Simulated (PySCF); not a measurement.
These 5 structures share the formula C6H8. Method: PBE0-D3(BJ)/def2-SVP geometry optimisation, gas phase in PySCF. One conformer each; no zero-point energy, no entropy. No frequencies were run at this level. Point groups hold within 0.08 Å.

Task: Order them by energy at this level, lowest first, and give relative energies in kJ/mol.
A. `[CH:1]1=[CH:2][CH2:3][CH2:4][CH:5]=[CH:6]1` with C1–C2–C3–C4 31°, C2–C3–C4–C5 -44°, C3–C4–C5–C6 31°, C2–C1–C6–C5 -15° (1,3-cyclohexadiene)
B. 1,4-cyclohexadiene (`C1=CCC=CC1`)
C. 5-methyl-1,3-cyclopentadiene, `CC1C=CC=C1`
D. `C(#C)C1(CC1)C`
E. `C1[C@H]2C[C@H]3[C@@H]1[C@@H]23`

Result: B (0.0), A (0.0), C (10.5), E (143.7), D (180.3).

As drawn, the lowest has a C=C bond outside aromatic rings, which the highest lacks; the highest has a three-membered ring, a C≡C bond and a quaternary carbon, which the lowest lacks. Neighbours about 10 kJ/mol apart or less (C1=CCC=CC1 and C1=CCCC=C1; C1=CCCC=C1 and CC1C=CC=C1) can change places with a better method, another conformer or zero-point energy.

| SMILES | E (Eh) | E rel (kJ/mol) | dipole (D) | point group | A, B, C (MHz) |
| --- | --- | --- | --- | --- | --- |
| C1=CCC=CC1 | -232.97931 | 0.0 | 0.00 | D2h | 5183, 4906, 2600 |
| C1=CCCC=C1 | -232.97929 | 0.0 | 0.47 | C2 | 5090, 5076, 2699 |
| CC1C=CC=C1 | -232.97531 | 10.5 | 0.53 | Cs | 7085, 3552, 2618 |
| C1[C@H]2C[C@H]3[C@@H]1[C@@H]23 | -232.92458 | 143.7 | 0.29 | Cs | 6030, 5300, 4209 |
| C#CC1(C)CC1 | -232.91063 | 180.3 | 0.82 | Cs | 5690, 3057, 2392 |

Task: As an exercise, what shares would exp(−E/RT) give at 1000 K from these electronic energies alone (no entropy, no degeneracies)?

Result: RT = 8.314 kJ/mol: C1=CCC=CC1 43.9 %, C1=CCCC=C1 43.7 %, CC1C=CC=C1 12.4 %, C1[C@H]2C[C@H]3[C@@H]1[C@@H]23 under 0.1 %, C#CC1(C)CC1 under 0.1 %.
